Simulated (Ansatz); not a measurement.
# AlCu: further runs on the relaxed cell

An exercise on one series of results from a longer session: the logs are not shown, and one member is left open.

Program: Ansatz 0.2.0. Level of theory: DFT PBEsol, scalar-relativistic, plane waves, PAW. These are calculated values, not measurements.

1 further run of the same task is left out (set aside as unsound or not needed).

## Starting point

It takes space group Pm-3m (No. 221, cubic). Conventional cell: a = 2.956 Å, b = 2.956 Å, c = 2.956 Å, α = 90.00°, β = 90.00°, γ = 90.00°. Al (site symmetry m-3m) has 8 Cu at 2.56 Å as nearest neighbours. Around Cu (site symmetry m-3m) lie 8 Al at 2.56 Å.

Coordinates:

```cif
data_structure
_symmetry_space_group_name_H-M 'Pm-3m'
_symmetry_Int_Tables_number 221
_cell_length_a 2.9560
_cell_length_b 2.9560
_cell_length_c 2.9560
_cell_angle_alpha 90.000
_cell_angle_beta 90.000
_cell_angle_gamma 90.000
_cell_volume 25.83
loop_
_atom_site_label
_atom_site_type_symbol
_atom_site_symmetry_multiplicity
_atom_site_Wyckoff_symbol
_atom_site_fract_x
_atom_site_fract_y
_atom_site_fract_z
_atom_site_occupancy
Al1 Al 1 a 0.00000 0.00000 0.00000 1
Cu1 Cu 1 b 0.50000 0.50000 0.50000 1
```

It goes back to an entry of the Materials Project, which need not be the stable form.

This cell was relaxed beforehand with the same method: volume 12.91 Å³/atom, gap on the mesh none (metal).

Set-up of the first run:

Input file input.yaml:

```yaml
crystal:
  lattice:
    - [2.9560037095, 0.0, 0.0]
    - [0.0, 2.9560037095, 0.0]
    - [0.0, 0.0, 2.9560037095]
  atoms:
    - { symbol: Al, position: [0.0, 0.0, 0.0] }
    - { symbol: Cu, position: [0.5, 0.5, 0.5] }
basis:
  ecutwfc: 420
kpoints:
  mp_grid: { grid: [14, 14, 14] }
  band_path:
    path:
      - [[0.0, 0.0, 0.0], [0.0, 0.5, 0.0], [0.5, 0.5, 0.0], [0.0, 0.0, 0.0], [0.5, 0.5, 0.5], [0.0, 0.5, 0.0]]
      - [[0.5, 0.5, 0.5], [0.5, 0.5, 0.0]]
    npoints: 14
hamiltonian:
  xc: pbesol
scf:
  occupations: { method: gaussian, width: 0.1 }
  n_extra_bands: 6
output:
  forces: true
  stress: true
  eigenvalues: true
  populations: true
  dos: { projected: true, de: 0.02, nscf_kmesh: { grid: [21, 21, 21] } }
  bader: true
  write_density: true
  write_potential: true
  elf: true
  volumetric_format: npy
```

On the command line:

```sh
ansatz run input.yaml --threads 1 --pin off --max-ram 2560MiB --backend cpu --events-out ev --progress --plain --runs-dir out
```

Among the steps run: Electronic structure at the relaxed geometry; Back to the database's cell; Point at V/V0 = 0.97; Volume × 1.03; Point at V/V0 = 0.94; Point at V/V0 = 1.06; The cell scaled to 0.91 of its volume; Volume × 1.10; Point at V/V0 = 0.88.

One table of the session follows, with a row left open; its other results are not shown here.

It belongs to the step «Equation of state». 

| volume (Å³/atom) | energy above the lowest point (meV/atom) | pressure (GPa) |
| --- | --- | --- |
| 11.365 | 94.2 | 22.00 |
| 11.752 | ? | ? |
| 12.140 | 20.8 | 9.13 |
| 12.527 | 4.9 | 4.17 |
| 12.915 | 0.0 | 0.00 |
| 13.302 | 4.4 | -3.53 |
| 13.690 | 16.7 | -6.51 |
| 14.206 | 43.2 | -9.78 |

Q: Estimate the row for volume (Å³/atom) = 11.752 from the others.

Worked estimate for «energy above the lowest point (meV/atom)». A straight line through the neighbours (11.365, 94.2) and (12.140, 20.8) gives 94.2 + (20.8 − 94.2) × (11.752 − 11.365) / (12.140 − 11.365) = 57.5; a parabola fitted to 3 rows on both sides gives 50.6.

**Answer.** energy above the lowest point (meV/atom): 49.7; pressure (GPa): 15.02. In «energy above the lowest point (meV/atom)» the line misses by +7.8 and the parabola by +0.9.

To keep in mind: The projections leave out shells that the potentials don't hold, such as empty d states.
